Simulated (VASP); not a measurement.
## KCl (Sylvite): band structure with PBE

**What was measured.**

A printed reference work, monograph reports, for a bulk crystal of KCl: band gap 8.68 eV.

The system is KCl (Sylvite).

```
CELL_PARAMETERS angstrom
0.00000 3.12700 3.12700
3.12700 0.00000 3.12700
3.12700 3.12700 0.00000
ATOMIC_POSITIONS crystal
K 0.00000 0.00000 0.00000
Cl 0.50000 0.50000 0.50000
```

| Quantity | Value |
| --- | --- |
| Program | VASP 6.6.1 |
| Task | band structure |
| Functional | PBE |
| Potentials or basis | VASP PAW PBE potentials, release 64 (K_sv, Cl) |
| Cutoff | 520 eV |
| k mesh | 6 × 6 × 6 |
| Occupations | gaussian, width 0.03 eV |
| Spin | no spin polarisation |
| Grid for exact exchange (PRECFOCK) | Fast |
| Further INCAR settings | ALGO = Normal; EDIFF = 1e-06; NBANDS = 15 |

The pressure is 1.2 GPa and the band gap on the k mesh is 5.25 eV, direct. The band gap along the path is 5.25 eV, direct.

Levels at points of the mesh, in eV from the valence-band top:
| k point | band 4 | band 5 | band 6 | band 7 | band 8 | band 9 | band 10 | band 11 | band 12 | band 13 |
| --- | --- | --- | --- | --- | --- | --- | --- | --- | --- | --- |
| (0.00, 0.00, 0.00) | -10.61 | -10.61 | 0.00 | 0.00 | 0.00 | 5.25 | 8.39 | 8.39 | 8.39 | 9.28 |
| (0.50, 0.00, 0.00) | -10.62 | -10.36 | -1.09 | -0.34 | -0.34 | 7.65 | 8.68 | 10.59 | 10.59 | 11.48 |
| (0.50, 0.50, 0.00) | -10.67 | -10.67 | -0.67 | -0.23 | -0.23 | 6.52 | 8.43 | 10.18 | 10.28 | 10.70 |

It took 6.2 s on 4 MPI ranks on AMD EPYC 9R45 96-Core Processor (Zen 5) (shared host), peak memory 0.19 GiB a rank.

A measured gap of KCl is 8.68 eV (a printed reference work, monograph); the calculated 5.25 eV misses it by -3.43 eV. The value is that of PBE, without temperature or zero-point motion. Semilocal functionals fall short of measured gaps as a rule.
